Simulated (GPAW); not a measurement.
The system is Cl.

```
Cl
1.0
     3.14500   -2.25000    0.00000
     3.14500    2.25000    0.00000
     0.00000    0.00000    8.21000
Cl
4
Direct
  0.37000 0.63000 0.40000
  0.13000 0.87000 0.90000
  0.63000 0.37000 0.60000
  0.87000 0.13000 0.10000
```

Base run:

```yaml
Program: GPAW 26.7.0
Functional: PBEsol
Potentials_or_basis: PAW data sets generated in the run's folder for this functional
Cutoff: 600 eV
Basis: pw
k_mesh: 5 × 5 × 3
Occupations: fermi-dirac, width 0.05 eV
Spin: no spin polarisation
```

Its results: band gap on the k mesh 2.43 eV, indirect (least direct gap 2.48 eV); pressure -0.9 GPa; largest force 0.123 eV/Å.

Q: The run is repeated on the same cell with these changes: functional from PBEsol to r2SCAN; potentials or basis from PAW data sets generated in the run's folder for this functional to GPAW PAW data sets (gpaw-data 1.2.1). What comes out?

A: Band gap on the k mesh 2.87 eV, indirect (least direct gap 2.92 eV); pressure -0.7 GPa; largest force 0.140 eV/Å.

Caveats: the PAW data sets were made with another functional, which shifts forces and pressure a little (some runs).

Not every run made on this cell is shown here.
